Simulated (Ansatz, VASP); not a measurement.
## As: VASP beside Ansatz

The input INCAR:

```
SYSTEM = As
PREC     = Accurate       ! precision mode
ENCUT    = 520            ! plane-wave cutoff, eV
EDIFF    = 1E-6           ! SCF threshold, eV
ISMEAR   = 0              ! smearing method
SIGMA    = 0.1            ! smearing width, eV
LREAL    = .False.        ! projectors in reciprocal space
LASPH    = .True.         ! aspherical terms in the spheres
NELM     = 100            ! most SCF steps
ALGO     = Normal         ! electronic algorithm
ISIF     = 2              ! what is computed and relaxed
LWAVE    = .False.        ! write WAVECAR
LCHARG   = .False.        ! write CHGCAR
GGA      = PS             ! functional
NBANDS   = 8              ! bands
```

KPOINTS

```
Automatic mesh
0
Gamma
  10 10 10
  0 0 0
```

File POSCAR:

```
As
1.0
    4.6958721218      0.0000000000      0.0000000000
    0.0000000000      4.6958721218      0.0000000000
    0.0000000000      0.0000000000      4.8113704460
As
1
Direct
    0.0000000000      0.0000000000      0.0000000000
```

Input for Ansatz:

```yaml
crystal:
  lattice:
    - [4.6958721218, 0.0, 0.0]
    - [0.0, 4.6958721218, 0.0]
    - [0.0, 0.0, 4.811370446]
  atoms:
    - { symbol: As, position: [0.0, 0.0, 0.0] }
basis:
  ecutwfc: 420
kpoints:
  mp_grid: { grid: [10, 10, 10] }
hamiltonian:
  xc: pbesol
scf:
  occupations: { method: gaussian, width: 0.1 }
output:
  forces: true
  stress: true
  eigenvalues: true
```

Alike in both runs: task single point; functional PBEsol; k mesh 10 × 10 × 10; occupations gaussian, width 0.1 eV; no spin polarisation.

```csv
,VASP,Ansatz
version,VASP 6.6.1,Ansatz 0.2.0
potentials or method,"VASP PAW PBE potentials, release 64 (As)","scalar-relativistic, plane waves, PAW"
plane-wave cutoff (eV),520,420
valence electrons in the cell,5,15
```

```tsv
	VASP	Ansatz	Ansatz less VASP
gap on the k mesh at the Fermi level (eV)	none	none	-
pressure (GPa)	-2.4	-2.4	0.00
largest component of the traceless stress (GPa)	0.20	0.20	0.000
```

A gap of «none» marks a metal or a gap that the smearing closes. The two sets of potentials don't hold the same shells in valence.

Caveats: the PAW data sets were made with another functional, which shifts forces and pressure a little (VASP).
